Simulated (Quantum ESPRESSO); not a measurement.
# Sn (Im-3m) in Quantum ESPRESSO: notebook

The runs below take Sn through phonons, phonon dispersion, with LDA, PBE, PBEsol.

Program: Quantum ESPRESSO 7.5. These are calculated values, not measurements. Logs are shortened: lines on timing, memory, paths and dates and some standing lists are left out, and cuts for length are marked.

## (1) Starting point

Symmetry: Im-3m, No. 229, cubic system. The conventional cell has a = 3.789 Å, b = 3.789 Å, c = 3.789 Å, α = 90.00°, β = 90.00°, γ = 90.00°. Sn (site symmetry m-3m) is surrounded by 8 Sn at 3.28 Å.

This isn't the form of Sn at room conditions, which is tetragonal (white tin).

## (2) Phonons, LDA

The input, pw.in:

```
&CONTROL
  calculation = 'scf'
  prefix = 'pwscf'
  outdir = './tmp'
  pseudo_dir = './pseudo'
  tprnfor = .true.
  tstress = .true.
  disk_io = 'low'
/
&SYSTEM
  ibrav = 0
  nat = 1
  ntyp = 1
  ecutwfc = 52
  ecutrho = 312
  nbnd = 13
  occupations = 'smearing'
  smearing = 'mv'
  degauss = 0.00999582
/
&ELECTRONS
  conv_thr = 2d-10
  electron_maxstep = 120
  mixing_beta = 0.5
/
ATOMIC_SPECIES
Sn   118.7100 Sn.LDA_PW-JTH.UPF
CELL_PARAMETERS angstrom
  -1.8946518192    1.8946518192    1.8946518192
   1.8946518192   -1.8946518192    1.8946518192
   1.8946518192    1.8946518192   -1.8946518192
ATOMIC_POSITIONS crystal
Sn     0.0000000000    0.0000000000    0.0000000000
K_POINTS automatic
8 8 8 1 1 1
```

The input, relax.in:

```
&CONTROL
  calculation = 'vc-relax'
  prefix = 'pwscf'
  outdir = './tmp'
  pseudo_dir = './pseudo'
  tprnfor = .true.
  tstress = .true.
  disk_io = 'low'
  nstep = 40
  forc_conv_thr = 0.0001
  etot_conv_thr = 1d-06
/
&SYSTEM
  ibrav = 0
  nat = 1
  ntyp = 1
  ecutwfc = 52
  ecutrho = 312
  nbnd = 13
  occupations = 'smearing'
  smearing = 'mv'
  degauss = 0.00999582
/
&ELECTRONS
  conv_thr = 2d-10
  electron_maxstep = 120
  mixing_beta = 0.5
/
&IONS
  ion_dynamics = 'bfgs'
/
&CELL
  cell_dynamics = 'bfgs'
  press = 0
  press_conv_thr = 0.2
/
ATOMIC_SPECIES
Sn   118.7100 Sn.LDA_PW-JTH.UPF
CELL_PARAMETERS angstrom
  -1.8946518192    1.8946518192    1.8946518192
   1.8946518192   -1.8946518192    1.8946518192
   1.8946518192    1.8946518192   -1.8946518192
ATOMIC_POSITIONS crystal
Sn     0.0000000000    0.0000000000    0.0000000000
K_POINTS automatic
8 8 8 1 1 1
```

The input, scf2.in:

```
&CONTROL
  calculation = 'scf'
  prefix = 'pwscf'
  outdir = './tmp'
  pseudo_dir = './pseudo'
  tprnfor = .true.
  tstress = .true.
  disk_io = 'low'
/
&SYSTEM
  ibrav = 0
  nat = 1
  ntyp = 1
  ecutwfc = 52
  ecutrho = 312
  nbnd = 13
  occupations = 'smearing'
  smearing = 'mv'
  degauss = 0.00999582
/
&ELECTRONS
  conv_thr = 1d-13
  electron_maxstep = 120
  mixing_beta = 0.5
  startingpot = 'file'
  startingwfc = 'file'
/
ATOMIC_SPECIES
Sn   118.7100 Sn.LDA_PW-JTH.UPF
CELL_PARAMETERS angstrom
  -1.8571387591    1.8571387591    1.8571387591
   1.8571387591   -1.8571387591    1.8571387591
   1.8571387591    1.8571387591   -1.8571387591
ATOMIC_POSITIONS crystal
Sn     0.0000000000    0.0000000000    0.0000000000
K_POINTS automatic
8 8 8 1 1 1
```

The input, ph.in:

```
phonons of Sn
&INPUTPH
  prefix = 'pwscf'
  outdir = './tmp'
  tr2_ph = 1d-18
  fildyn = 'dyn'
  niter_ph = 90
  alpha_mix(1) = 0.4
/
0.4330127019 0.4330127019 0.4330127019
```

The input, relax_v0.99.in:

```
&CONTROL
  calculation = 'relax'
  prefix = 'pwscf'
  outdir = './tmp'
  pseudo_dir = './pseudo'
  tprnfor = .true.
  tstress = .true.
  disk_io = 'low'
  nstep = 30
  forc_conv_thr = 0.0001
  etot_conv_thr = 1d-06
/
&SYSTEM
  ibrav = 0
  nat = 1
  ntyp = 1
  ecutwfc = 52
  ecutrho = 312
  nbnd = 13
  occupations = 'smearing'
  smearing = 'mv'
  degauss = 0.00999582
/
&ELECTRONS
  conv_thr = 1d-13
  electron_maxstep = 120
  mixing_beta = 0.5
/
&IONS
  ion_dynamics = 'bfgs'
/
ATOMIC_SPECIES
Sn   118.7100 Sn.LDA_PW-JTH.UPF
CELL_PARAMETERS angstrom
  -1.8509275463    1.8509275463    1.8509275463
   1.8509275463   -1.8509275463    1.8509275463
   1.8509275463    1.8509275463   -1.8509275463
ATOMIC_POSITIONS crystal
Sn     0.0000000000    0.0000000000    0.0000000000
K_POINTS automatic
8 8 8 1 1 1
```

The input, ph_v0.99.in:

```
phonons at 0.99 of the volume
&INPUTPH
  prefix = 'pwscf'
  outdir = './tmp'
  tr2_ph = 1d-18
  fildyn = 'dyn_v0.99'
  niter_ph = 90
  alpha_mix(1) = 0.4
/
0.4330127019 0.4330127019 0.4330127019
```

The input, relax_v1.01.in:

```
&CONTROL
  calculation = 'relax'
  prefix = 'pwscf'
  outdir = './tmp'
  pseudo_dir = './pseudo'
  tprnfor = .true.
  tstress = .true.
  disk_io = 'low'
  nstep = 30
  forc_conv_thr = 0.0001
  etot_conv_thr = 1d-06
/
&SYSTEM
  ibrav = 0
  nat = 1
  ntyp = 1
  ecutwfc = 52
  ecutrho = 312
  nbnd = 13
  occupations = 'smearing'
  smearing = 'mv'
  degauss = 0.00999582
/
&ELECTRONS
  conv_thr = 1d-13
  electron_maxstep = 120
  mixing_beta = 0.5
/
&IONS
  ion_dynamics = 'bfgs'
/
ATOMIC_SPECIES
Sn   118.7100 Sn.LDA_PW-JTH.UPF
CELL_PARAMETERS angstrom
  -1.8633087006    1.8633087006    1.8633087006
   1.8633087006   -1.8633087006    1.8633087006
   1.8633087006    1.8633087006   -1.8633087006
ATOMIC_POSITIONS crystal
Sn     0.0000000000    0.0000000000    0.0000000000
K_POINTS automatic
8 8 8 1 1 1
```

The input, ph_v1.01.in:

```
phonons at 1.01 of the volume
&INPUTPH
  prefix = 'pwscf'
  outdir = './tmp'
  tr2_ph = 1d-18
  fildyn = 'dyn_v1.01'
  niter_ph = 90
  alpha_mix(1) = 0.4
/
0.4330127019 0.4330127019 0.4330127019
```

Potentials or basis: JTH 2.0 LDA.

The run is started by

```bash
$ OMP_NUM_THREADS=1 pw.x -in pw.in > pw.out
$ OMP_NUM_THREADS=1 pw.x -in relax.in > relax.out
$ OMP_NUM_THREADS=1 pw.x -in scf2.in > scf2.out
$ OMP_NUM_THREADS=1 ph.x -in ph.in > ph.out
$ OMP_NUM_THREADS=1 pw.x -in relax_v0.99.in > relax_v0.99.out
$ OMP_NUM_THREADS=1 ph.x -in ph_v0.99.in > ph_v0.99.out
$ OMP_NUM_THREADS=1 pw.x -in relax_v1.01.in > relax_v1.01.out
$ OMP_NUM_THREADS=1 ph.x -in ph_v1.01.in > ph_v1.01.out
```

pw.out:

```text
This program is part of the open-source Quantum ESPRESSO suite
     for quantum simulation of materials; please cite
         "P. Giannozzi et al., J. Phys.:Condens. Matter 21 395502 (2009);
         "P. Giannozzi et al., J. Phys.:Condens. Matter 29 465901 (2017);
         "P. Giannozzi et al., J. Chem. Phys. 152 154105 (2020);
     in publications or presentations arising from this work. More details at

     file Sn.LDA_PW-JTH.UPF: wavefunction(s)  0S 5P 0P 4D 0D renormalized
     Message from routine setup:
     using ibrav=0 with symmetry is DISCOURAGED, use correct ibrav instead

     G-vector sticks info
     --------------------
     sticks:   dense  smooth     PW     G-vecs:    dense   smooth      PW
     Sum         905     607    181                17117     9405    1601

     Using Slab Decomposition

     bravais-lattice index     =            0
     lattice parameter (alat)  =       6.2014  a.u.
     unit-cell volume          =     183.5882 (a.u.)^3
     number of atoms/cell      =            1
     number of atomic types    =            1
     number of electrons       =        14.00
     number of Kohn-Sham states=           13
     kinetic-energy cutoff     =      52.0000  Ry
     charge density cutoff     =     312.0000  Ry
     scf convergence threshold =      2.0E-10
     mixing beta               =       0.5000
     number of iterations used =            8  plain     mixing
     Exchange-correlation= SLA PW NOGX NOGC
                           (   1   4   0   0   0   0   0)

     celldm(1)=   6.201388  celldm(2)=   0.000000  celldm(3)=   0.000000
     celldm(4)=   0.000000  celldm(5)=   0.000000  celldm(6)=   0.000000

     crystal axes: (cart. coord. in units of alat)
               a(1) = (  -0.577350   0.577350   0.577350 )
               a(2) = (   0.577350  -0.577350   0.577350 )
               a(3) = (   0.577350   0.577350  -0.577350 )

     reciprocal axes: (cart. coord. in units 2 pi/alat)
               b(1) = ( -0.000000  0.866025  0.866025 )
               b(2) = (  0.866025 -0.000000  0.866025 )
               b(3) = (  0.866025  0.866025  0.000000 )

     PseudoPot. # 1 for Sn read from file:
     Sn.LDA_PW-JTH.UPF
     Pseudo is Projector augmented-wave + core cor, Zval = 14.0
     Generated using ATOMPAW code
     Shape of augmentation charge: BESSEL
     Using radial grid of 1090 points,  6 beta functions with:
                l(1) =   0
                l(2) =   0
                l(3) =   1
                l(4) =   1
                l(5) =   2
                l(6) =   2
     Q(r) pseudized with 0 coefficients

     atomic species   valence    mass     pseudopotential
     Sn               14.00   118.71000     Sn( 1.00)

     48 Sym. Ops., with inversion, found

   Cartesian axes

     site n.     atom                  positions (alat units)
         1        Sn     tau(   1) = (   0.0000000   0.0000000   0.0000000  )

     number of k points=    26  Marzari-Vanderbilt smearing, width (Ry)=  0.0100
                       cart. coord. in units 2pi/alat
        k(    1) = (   0.1082532   0.1082532   0.1082532), wk =   0.0312500
        k(    2) = (   0.2165064   0.2165064   0.1082532), wk =   0.0937500
        k(    3) = (   0.3247595   0.3247595   0.1082532), wk =   0.0937500
        k(    4) = (   0.4330127   0.4330127   0.1082532), wk =   0.0468750
        k(    5) = (   0.0000000   0.0000000   0.1082532), wk =   0.0234375
        k(    6) = (   0.3247595   0.2165064   0.2165064), wk =   0.0937500
[... 18 lines left out ...]
        k(   25) = (  -0.7577722  -0.1082532  -0.1082532), wk =   0.0312500
        k(   26) = (  -0.0000000  -0.0000000   0.7577722), wk =   0.0234375

     Dense  grid:    17117 G-vectors     FFT dimensions: (  36,  36,  36)

     Smooth grid:     9405 G-vectors     FFT dimensions: (  30,  30,  30)

     Check: negative core charge=   -0.000001

     Initial potential from superposition of free atoms

     starting charge      13.9989, renormalised to      14.0000
     Starting wfcs are   18 randomized atomic wfcs

     Self-consistent Calculation

     iteration #  1     ecut=    52.00 Ry     beta= 0.50
     Davidson diagonalization with overlap
     ethr =  1.00E-02,  avg # of iterations =  4.8

     Threshold (ethr) on eigenvalues was too large:
     Diagonalizing with lowered threshold

     Davidson diagonalization with overlap
     ethr =  1.77E-05,  avg # of iterations =  6.0

     total energy              =    -431.34483827 Ry
     estimated scf accuracy    <       0.00248651 Ry

     iteration #  2     ecut=    52.00 Ry     beta= 0.50
     Davidson diagonalization with overlap
     ethr =  1.78E-05,  avg # of iterations =  1.2

     total energy              =    -431.34499353 Ry
     estimated scf accuracy    <       0.00027351 Ry

     iteration #  3     ecut=    52.00 Ry     beta= 0.50
     Davidson diagonalization with overlap
     ethr =  1.95E-06,  avg # of iterations =  3.3

     total energy              =    -431.34504123 Ry
     estimated scf accuracy    <       0.00001084 Ry
[... 19 lines left out ...]
     total energy              =    -431.34504591 Ry
     estimated scf accuracy    <          1.1E-09 Ry

     iteration #  7     ecut=    52.00 Ry     beta= 0.50
     Davidson diagonalization with overlap
     ethr =  7.94E-12,  avg # of iterations =  2.8

     total energy              =    -431.34504591 Ry
     estimated scf accuracy    <          7.3E-10 Ry

     iteration #  8     ecut=    52.00 Ry     beta= 0.50
     Davidson diagonalization with overlap
     ethr =  5.25E-12,  avg # of iterations =  2.0

     End of self-consistent calculation

          k = 0.1083 0.1083 0.1083 (  1154 PWs)   bands (ev):

   -11.4087 -11.4087 -11.3542 -11.2723 -11.2723  -0.5990  14.7201  16.3761
    16.3761  20.7785  20.7785  23.6871  23.6877

          k = 0.2165 0.2165 0.1083 (  1151 PWs)   bands (ev):

   -11.4247 -11.3913 -11.2873 -11.2805 -11.2718   0.4184  11.4351  14.0975
    15.1728  20.3664  20.7390  22.8083  24.4690

          k = 0.3248 0.3248 0.1083 (  1159 PWs)   bands (ev):

   -11.4398 -11.3816 -11.2810 -11.2724 -11.2212   2.0715   7.9997  12.8339
    14.3247  19.7143  20.2289  24.0848  25.5127

          k = 0.4330 0.4330 0.1083 (  1166 PWs)   bands (ev):

   -11.4458 -11.3828 -11.2745 -11.2729 -11.1955   3.6275   5.8125  12.4185
    14.0283  19.4757  20.0041  25.2763  26.3458

          k = 0.0000 0.0000 0.1083 (  1165 PWs)   bands (ev):

   -11.4017 -11.4017 -11.3994 -11.2730 -11.2660  -0.9387  16.8986  17.1323
    17.1323  20.8202  21.5899  21.5899  22.8866

          k = 0.3248 0.2165 0.2165 (  1159 PWs)   bands (ev):

   -11.4215 -11.3831 -11.2831 -11.2759 -11.2412   1.7492   9.4810  11.4380
    13.5738  21.5128  22.1610  24.1292  25.4354

          k = 0.4330 0.3248 0.2165 (  1170 PWs)   bands (ev):

   -11.4244 -11.3593 -11.2791 -11.2764 -11.2305   3.5271   7.1014  10.0887
    12.9124  21.3915  23.4249  24.4090  26.0983

          k =-0.0000-0.1083 0.2165 (  1154 PWs)   bands (ev):

   -11.4128 -11.3848 -11.3403 -11.2872 -11.2678  -0.2597  13.4738  15.5303
    16.4364  19.5508  20.4327  21.2410  25.0090

          k = 0.5413 0.3248 0.3248 (  1166 PWs)   bands (ev):

   -11.4162 -11.3087 -11.3087 -11.2627 -11.2627   4.4795   7.6642   7.6642
    12.5505  22.8080  23.9652  23.9652  28.8357

          k = 0.0000-0.2165 0.3248 (  1160 PWs)   bands (ev):

   -11.4300 -11.3765 -11.2913 -11.2729 -11.2538   1.0907   9.6634  14.1033
    15.5671  18.9722  19.4034  21.7224  26.2771

          k = 0.1083-0.1083 0.3248 (  1149 PWs)   bands (ev):

   -11.4078 -11.3699 -11.3011 -11.2869 -11.2708   0.7550  11.3135  12.8691
    15.8212  19.0957  19.7035  22.9767  24.6879

          k = 0.0000-0.3248 0.4330 (  1157 PWs)   bands (ev):

   -11.4421 -11.3848 -11.2811 -11.2765 -11.1915   2.9708   6.4810  13.3213
    15.0331  18.6024  18.8861  23.2330  25.4508

          k = 0.1083-0.2165 0.4330 (  1153 PWs)   bands (ev):

   -11.4158 -11.3638 -11.2943 -11.2856 -11.2213   2.3969   8.2766  11.3525
    15.3017  18.7675  20.2598  22.9019  25.0579

          k =-0.7578-0.3248-0.3248 (  1162 PWs)   bands (ev):

   -11.4202 -11.3672 -11.2962 -11.2772 -11.1971   3.9184   6.1681  10.9299
    15.0641  18.5463  21.5158  22.8128  23.0197

          k =-0.6495-0.2165-0.3248 (  1170 PWs)   bands (ev):

   -11.4088 -11.3424 -11.3132 -11.2649 -11.2221   4.0640   7.4057   8.6583
    15.2615  19.6124  20.0782  22.1892  26.8744

          k = 0.3248 0.3248 0.3248 (  1163 PWs)   bands (ev):

   -11.3873 -11.3873 -11.2742 -11.2742 -11.2517   3.2770   8.1848  10.4958
    10.4958  24.9838  24.9839  26.6731  26.6732

          k = 0.4330 0.4330 0.3248 (  1160 PWs)   bands (ev):

   -11.3871 -11.3464 -11.2843 -11.2725 -11.2721   4.4551   7.3208   9.1926
    10.1731  25.4891  25.7685  27.1417  27.5717

          k =-0.0000-0.0000 0.3248 (  1164 PWs)   bands (ev):

   -11.3580 -11.3580 -11.3438 -11.3153 -11.2759   0.4169  13.4755  13.9466
    13.9466  17.4519  22.6026  22.6026  23.7338

          k = 0.0000-0.1083 0.4330 (  1166 PWs)   bands (ev):

   -11.3662 -11.3540 -11.3156 -11.2938 -11.2613   1.7568  10.2060  12.5646
    13.6399  17.2060  21.9894  22.4319  24.5301

          k = 0.0000-0.2165 0.5413 (  1167 PWs)   bands (ev):

   -11.3762 -11.3724 -11.3196 -11.2821 -11.1974   3.5999   7.1448  11.8126
    13.3431  18.4950  21.2485  21.4401  22.4330

          k = 0.1083-0.1083 0.5413 (  1170 PWs)   bands (ev):

   -11.3676 -11.3529 -11.3280 -11.2749 -11.2206   3.3562   8.7752  10.1365
    13.9248  16.8625  20.8839  21.7075  25.8286

          k =-0.7578-0.2165-0.2165 (  1162 PWs)   bands (ev):

   -11.3722 -11.3496 -11.3490 -11.2504 -11.2029   4.7625   7.1890   9.3679
    14.1312  17.8116  18.9264  21.2687  25.9563

          k = 0.0000 0.0000 0.5413 (  1156 PWs)   bands (ev):

   -11.3764 -11.3385 -11.2802 -11.2802 -11.2656   3.0662  10.9575  11.1977
    11.1977  15.2240  20.8100  25.4737  25.4803

          k =-0.0000-0.1083 0.6495 (  1164 PWs)   bands (ev):

   -11.3956 -11.3746 -11.2809 -11.2479 -11.2058   4.8303   8.3675  10.4515
    11.6250  15.4958  17.8583  24.8834  25.7031

          k =-0.7578-0.1083-0.1083 (  1177 PWs)   bands (ev):

   -11.4007 -11.4007 -11.2670 -11.2101 -11.2101   5.9176   8.6779   8.6779
    11.9980  15.7262  15.7262  24.9262  29.1232

          k =-0.0000-0.0000 0.7578 (  1172 PWs)   bands (ev):

   -11.4210 -11.4149 -11.2132 -11.2132 -11.2105   6.4494   9.7051   9.7051
     9.7067  14.1327  15.1274  27.9236  29.4526

     the Fermi energy is    10.1077 ev

!    total energy              =    -431.34504591 Ry
     total all-electron energy =      -431.345046 Ry
     estimated scf accuracy    <          2.5E-13 Ry
     smearing contrib. (-TS)   =      -0.00057316 Ry
     internal energy E=F+TS    =    -431.34447276 Ry

     The total energy is F=E-TS. E is the sum of the following terms:
     one-electron contribution =     -48.80913617 Ry
     hartree contribution      =      47.52896235 Ry
     xc contribution           =     -28.04755711 Ry
     ewald contribution        =     -99.61109473 Ry
     one-center paw contrib.   =    -302.40564709 Ry

     convergence has been achieved in   8 iterations

     Forces acting on atoms (cartesian axes, Ry/au):

     atom    1 type  1   force =     0.00000000    0.00000000    0.00000000

     Total force =     0.000000     Total SCF correction =     0.000000

     Computing stress (Cartesian axis) and pressure

          total   stress  (Ry/bohr**3)                   (kbar)     P=      -32.56
  -0.00022131   0.00000000   0.00000000          -32.56        0.00        0.00
   0.00000000  -0.00022131   0.00000000            0.00      -32.56        0.00
   0.00000000   0.00000000  -0.00022131            0.00        0.00      -32.56

=------------------------------------------------------------------------------=
   JOB DONE.
=------------------------------------------------------------------------------=
```

Wall time 2.8 min (1 thread of Intel Xeon 6975P-C (Granite Rapids), shared host); peak memory 0.1 GiB.

Results:

| Quantity | Value |
| --- | --- |
| Free energy | -5868.7604 eV |
| Relaxed volume | 25.62 Å³/atom |
| Relaxed cell | a = 3.217 Å, b = 3.217 Å, c = 3.217 Å, α = 109.47°, β = 109.47°, γ = 109.47° |
| Space group after relaxing (to 0.05 Å) | Im-3m (No. 229) |
| Pressure after relaxing | 0.0 GPa |
| Band gap on the k mesh | none (metal or under the smearing width) |
| Highest phonon frequency at the q point run | 79 cm⁻¹ |

Step by step:
| step | energy change (eV) | largest force (eV/Å) | pressure (GPa) | volume (Å³) |
| --- | --- | --- | --- | --- |
| 1 | 0.0000 | 0.0000 | -3.26 | 27.20 |
| 2 | -0.0081 | 0.0000 | -2.49 | 26.76 |
| 3 | -0.0156 | 0.0000 | -1.12 | 26.09 |
| 4 | -0.0173 | 0.0000 | 0.12 | 25.57 |
| 5 | -0.0173 | 0.0000 | 0.00 | 25.62 |
| 6 | -0.0173 | 0.0000 | 0.00 | 25.62 |

Final structure:
```cif
data_structure
_symmetry_space_group_name_H-M 'P 1'
_symmetry_Int_Tables_number 1
_cell_length_a 3.2167
_cell_length_b 3.2167
_cell_length_c 3.2167
_cell_angle_alpha 109.471
_cell_angle_beta 109.471
_cell_angle_gamma 109.471
_cell_volume 25.62
loop_
_atom_site_label
_atom_site_type_symbol
_atom_site_fract_x
_atom_site_fract_y
_atom_site_fract_z
_atom_site_occupancy
Sn1 Sn 0.00000 0.00000 0.00000 1
```

Phonon frequencies in cm⁻¹ (negative: imaginary):
```csv
q point,frequencies
"(0.250, 0.250, 0.250)",79 79 79
```

Phonon modes at q = (0.250, 0.250, 0.250) in reciprocal lattice units:
```
mode  symmetry  cm⁻¹
   1       T_2    79
   2       T_2    79
   3       T_2    79
```

Mode Grüneisen parameters of phonons at q = (0.250, 0.250, 0.250) in reciprocal lattice units, in order of frequency: 2.81, 2.81, 2.81

Frequencies at 99 % and 101 % of the volume (pressures 0.7 and -0.6 GPa), ions relaxed:
```csv
mode,99 % (cm⁻¹),101 % (cm⁻¹),Grüneisen parameter
1,81.0,76.6,2.81
2,81.0,76.6,2.81
3,81.0,76.6,2.81
```

Caveat: the mesh is thin for the phonons of a metal.

(Continued in part 2 of 4.)
